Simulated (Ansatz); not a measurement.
# InSe (R3m) in Ansatz: single point with PBE

Aim: the single point of InSe with PBE.

Everything below comes from runs of Ansatz 0.2.0. Logs are shortened: lines on timing, memory, paths and dates and some standing lists are left out, and cuts for length are marked.

**What was measured.**

“The Interaction of Hydrogen with the van der Waals Crystal γ-InSe”, 2020, pmc:7321205 reports, for a bulk crystal of InSe at 300 K: band gap 1.25 eV.

The results are compared with them further down.

## Step 1: Starting point

The structure is trigonal, space group R3m (No. 160). Conventional cell: a = 4.000 Å, b = 4.000 Å, c = 25.320 Å, α = 90.00°, β = 90.00°, γ = 120.00°. Around In (site symmetry 3m) lie 3 Se at 2.63 Å and 1 In at 2.82 Å. In (site symmetry 3m) has 3 Se at 2.64 Å and 1 In at 2.82 Å as nearest neighbours. Around Se (site symmetry 3m) lie 3 In at 2.63 Å. Se (site symmetry 3m) has 3 In at 2.64 Å as nearest neighbours.

## Step 2: Single point, PBE

Input file input.yaml:

```yaml
crystal:
  lattice:
    - [2.0, 1.1547005384, 8.44]
    - [-2.0, 1.1547005384, 8.44]
    - [0.0, -2.3094010768, 8.44]
  atoms:
    - { symbol: In, position: [0.8886, 0.8886, 0.8886] }
    - { symbol: In, position: [0.0, 0.0, 0.0] }
    - { symbol: Se, position: [0.1719, 0.1719, 0.1719] }
    - { symbol: Se, position: [0.3835, 0.3835, 0.3835] }
hamiltonian:
  xc: pbe
  pseudopotentials: { kind: paw }
kpoints:
  mp_grid: { grid: [8, 8, 8] }
scf:
  occupations: { method: fermi_dirac, width: 0.05 }
basis:
  ecutwfc: "350 eV"
output:
  forces: true
  stress: true
  eigenvalues: true
```

Potentials or basis: Ansatz PAW.

Run with:

```sh
$ ansatz run input.yaml --threads 2 --pin off --max-ram 5120MiB --backend cpu --events-out ev --progress --plain --runs-dir out
```

What it wrote:

```text
Warning: basis.ecutwfc = 350 eV is below the records' recommended 420 eV, and the density's cutoff is lower with it unless basis.ecutrho_ratio is high enough to keep the records' density cutoff: compare with a run at a higher cutoff
Warning: RAYON_NUM_THREADS=2 ignored (pool sized by the plan → 2); use --threads N
basis.fft_grid_basis auto: the FFT boxes are laid along the combinations [[1, 0, -1], [0, 1, -1], [0, 0, 1]] of the cell's own vectors, 4.000, 4.000 and 8.750 Å long. The dense box has 25×25×54 points. Along the cell's own vectors, as sized, it would have 54×54×54, 4.67 times as many. Of the 6 symmetry operations that the crystal satisfies within crystal.symmetry.tolerance (time reversal apart; of a slab, those that keep its plane) the dense box along the cell's own vectors carries 6, and the one as laid loses 4 of those. basis.fft_grid_basis: typed keeps the cell's own vectors: state it where this run's energies or levels are differenced outside the engine with another run's, or held beside a run that keeps those vectors.
Engine: ansatz 0.2.0, aarch64-unknown-linux-gnu
Pseudopotentials: kind: paw
Pseudopotential: In, paw, valence charge 13, recommended cutoff 420 eV (normal), In.paw.azcp
Pseudopotential: Se, paw, valence charge 16, recommended cutoff 420 eV (normal), Se.paw.azcp
Functional definition: PBE
  parameter kappa = 0.804
  parameter beta = 0.06672455060314922
  exchange = pbe_x(kappa = kappa, mu = beta*pi^2/3)
  correlation = pbe_c(beta = beta)
Crystal: 4 atoms, lattice volume = 116.948 Å³
Basis set: ecut = 350 eV, 1705 PW (Γ), FFT grids on a1−a3, a2−a3, a3, exchange–correlation on 50×50×108 points (8 copies of the dense FFT grid, shifted against one another)
Bands: 35, of which v1, the nominal top of the filled ones, is band 29 counted from 1 (28 counted from 0)
Symmetry: 6 space group operations
Space group: R3m (ITA 160), of the structure as read, at distance tolerance 4.9e-5 Å
k-points: 65 of 512 (time reversal used)
Non-local potential: In, projectors of the file, l = 0: 2, l = 1: 2, l = 2: 2, l = 3: 2
Non-local potential: Se, projectors of the file, l = 0: 2, l = 1: 2, l = 2: 3, l = 3: 1
PAW form: soft (Blöchl's): semilocal exchange-correlation on the pseudo side does not see the compensation charge
PAW one-centre angular grid: In, 590 points (default); XC on 64 Gauss nodes
PAW one-centre angular grid: Se, 590 points (default); XC on 64 Gauss nodes
Initial density: superposition of atomic densities (neutral atoms: chi_scale 0, normalization atom), corrected by the library's trained network
Initial wavefunctions: pseudopotential atomic-orbital guess
Functional: x = pbe(κ = 0.804, μ = 0.2195149727645171), c = pbe(β = 0.06672455060314922)
SCF iter   1: F=—  HF=-22135.863251 eV  |F-HF|=—  |Δ(HF+E_count)|=         —  Δρ=1.75e-3  dr2=1.06e-2  ethr=1.77e-3  ⟨swp⟩=6.4  Hψ=9119  notcnv=0  defer=1
preconditioner: auto → Resta (q_TF=auto, 2.427 Å⁻¹)  ε∞=3.3  [insulator: Δε(μ)=0.436 eV  Ē_g=13.997 eV  σ=0.050 eV  W_gap=0.97  n_scr=30 (ndim 8)  ℏωp=21.2 eV  f_vac=0.086  D(μ)=0.00/eV (n_scr^D=0)  ε∞_Penn≈3.3]
SCF iter   2: F=—  HF=-22135.858832 eV  |F-HF|=—  |Δ(HF+E_count)|=   4.42e-3  Δρ=8.03e-4  dr2=6.41e-4  ethr=1.83e-5  ⟨swp⟩=2.0  Hψ=3974  notcnv=0  defer=22
SCF iter   3: F=—  HF=-22135.858865 eV  |F-HF|=—  |Δ(HF+E_count)|=   3.29e-5  Δρ=3.98e-4  dr2=1.66e-4  ethr=1.11e-6  ⟨swp⟩=2.0  Hψ=3336  notcnv=0  defer=1
automatic band count: iteration 3 solves 34 bands in place of 35: the levels show a gap, and the empty bands left out lie too high to hold charge; the band table lists the bands solved (type scf.n_extra_bands for more)
SCF iter   4: F=—  HF=-22135.858968 eV  |F-HF|=—  |Δ(HF+E_count)|=   1.03e-4  Δρ=9.14e-5  dr2=1.20e-5  ethr=2.86e-7  ⟨swp⟩=2.0  Hψ=3438  notcnv=0  defer=1
SCF iter   5: F=—  HF=-22135.858991 eV  |F-HF|=—  |Δ(HF+E_count)|=   2.28e-5  Δρ=2.22e-5  dr2=1.18e-6  ethr=2.08e-8  ⟨swp⟩=2.0  Hψ=4089  notcnv=0  defer=1
SCF iter   6: F=—  HF=-22135.858991 eV  |F-HF|=—  |Δ(HF+E_count)|=   4.83e-7  Δρ=8.22e-6  dr2=1.09e-7  ethr=2.03e-9  ⟨swp⟩=2.0  Hψ=4089  notcnv=0  defer=1
SCF iter   7: F=-22135.858992 eV  HF=-22135.858992 eV  |F-HF|=6.50e-9  |Δ(HF+E_count)|=   1.70e-7  Δρ=1.92e-6  dr2=5.22e-9  ethr=1.72e-10  ⟨swp⟩=5.1  Hψ=8450  notcnv=0
SCF 1 converged in 7 iterations: F = -22135.858992 eV  dr2 = 5.22e-9
SCF converged after 7 iterations
Free energy (F): -22135.858992 eV
Harris-Foulkes:  -22135.858992 eV  (|F-HF|=6.50e-9)
Internal energy: -22135.858956 eV  (E = F + TS)
E sigma→0 (E₀):  -22135.858974 eV
Entropy (-TS):   -0.000036 eV (-0.009 meV/atom)
Fermi energy:    7.512977 eV
--- Per-component energies (eV) ---
  E_band       = -912.840384
  E_kinetic    = 723.418581
  E_local      = -7917.617311  (includes V_loc(G=0)·N_el)
  E_nonlocal   = -456.898070
  E_hartree    = 3651.362095
  E_xc         = -639.033493
  E_vxc        = -394.925831  (∫ρ·V_xc dr)
  E_paw        = -12132.888514  (= ΣΔE_a)
  E_vpaw       = -169.544702  (= ΣTr[D̂ρ^β])
  E_aug_tail   = 0.001573  (compensation charges beyond the density's cutoff)
  E_ewald      = -5364.203816
  E_smearing   = -0.000036  (= −TS)
  E_closure    = 0.000000  (closes the sum)
  Σ components = -22135.858992   (vs F -22135.858992, Δ=0.00e0)
--- Forces (eV/Å), atoms counted from 1 ---
  atom   1  In     0.00000000    -0.00000000     0.36572349
  atom   2  In     0.00000000     0.00000000    -0.35002391
  atom   3  Se     0.00000000     0.00000000    -0.26002426
  atom   4  Se     0.00000000    -0.00000000     0.24431376
  max |Σ_I F_I| component: 1.09e-5 eV/Å
--- Stress (GPa, compression-positive) ---
        3.164226       0.000000       0.000000
        0.000000       3.164226      -0.000000
        0.000000      -0.000000       1.963975
  P = ⅓ Tr σ = 2.7641 GPa (27.641 kbar)
--- Band table (eV; the first three rows and the last of 65) ---
  k-point 0: bands = ["-40.1929", "-40.1929", "-40.1846", "-40.1846", "-40.1636", "-40.1636", "-40.1569", "-40.1569", "-40.1526", "-40.1464", "-7.4968", "-7.3275", "-7.3275", "-7.2551", "-7.2551", "-7.2321", "-7.2321", "-7.0653", "-7.0653", "-7.0624", "-6.2778", "-5.8783", "0.9894", "3.8418", "5.7713", "5.9758", "5.9758", "6.0688", "6.0688", "8.9782", "9.3890", "11.6862", "11.6862", "12.4662"]
  k-point 1: bands = ["-40.1929", "-40.1929", "-40.1846", "-40.1846", "-40.1636", "-40.1636", "-40.1569", "-40.1569", "-40.1526", "-40.1464", "-7.5031", "-7.3828", "-7.3238", "-7.3228", "-7.2439", "-7.2363", "-7.2252", "-7.0999", "-7.0666", "-7.0042", "-6.1011", "-5.7313", "1.1018", "3.5706", "4.9892", "5.5900", "5.7792", "5.9035", "6.1734", "9.3198", "10.0700", "10.9869", "11.8376", "12.1228"]
  k-point 2: bands = ["-40.1929", "-40.1928", "-40.1846", "-40.1845", "-40.1637", "-40.1636", "-40.1570", "-40.1569", "-40.1526", "-40.1464", "-7.5609", "-7.4438", "-7.4309", "-7.3192", "-7.2464", "-7.2169", "-7.2039", "-7.1169", "-7.0694", "-6.9530", "-5.6826", "-5.3744", "1.2978", "2.7980", "3.8057", "5.2392", "5.3872", "5.5235", "6.2781", "9.3115", "9.4842", "11.3348", "11.5284", "12.0514"]
  k-point 64: bands = ["-40.1929", "-40.1929", "-40.1846", "-40.1846", "-40.1636", "-40.1636", "-40.1569", "-40.1569", "-40.1526", "-40.1464", "-7.4966", "-7.3277", "-7.3277", "-7.2550", "-7.2550", "-7.2321", "-7.2321", "-7.0712", "-7.0651", "-7.0651", "-6.1357", "-6.0275", "1.3378", "2.9480", "5.9080", "5.9080", "6.1431", "6.1431", "7.2799", "7.7216", "9.4500", "11.6041", "11.6041", "12.9058"]
```

Wall time 6.6 s (2 threads of Arm Neoverse V2, shared host); peak memory 0.42 GiB.

Results:

- Free energy: -22135.8590 eV
- Pressure: 2.8 GPa
- Largest force: 0.366 eV/Å
- Band gap on the k mesh: 0.44 eV, direct

Forces on the atoms (eV/Å):
```
In   0.000  0.000  0.366
In   0.000  0.000 -0.350
Se   0.000  0.000 -0.260
Se   0.000  0.000  0.244
```

Stress tensor (GPa, compression positive):
```
3.16 0.00 0.00
0.00 3.16 0.00
0.00 0.00 1.96
```

Caveat: spin-orbit coupling is left out, which moves the levels of the heavy elements; the cutoff lies under the one recommended for these potentials.

## Step 3: Against experiment

Step 2. Measured gap of InSe: 1.25 eV (300 K; “The Interaction of Hydrogen with the van der Waals Crystal γ-InSe”, 2020, pmc:7321205). This calculation gives 0.44 eV (-0.81 eV). Spin-orbit coupling on In, Se is left out. The value is that of PBE on a finite k mesh, which can miss the band edges, without temperature or zero-point motion. Semilocal functionals fall short of measured gaps as a rule.
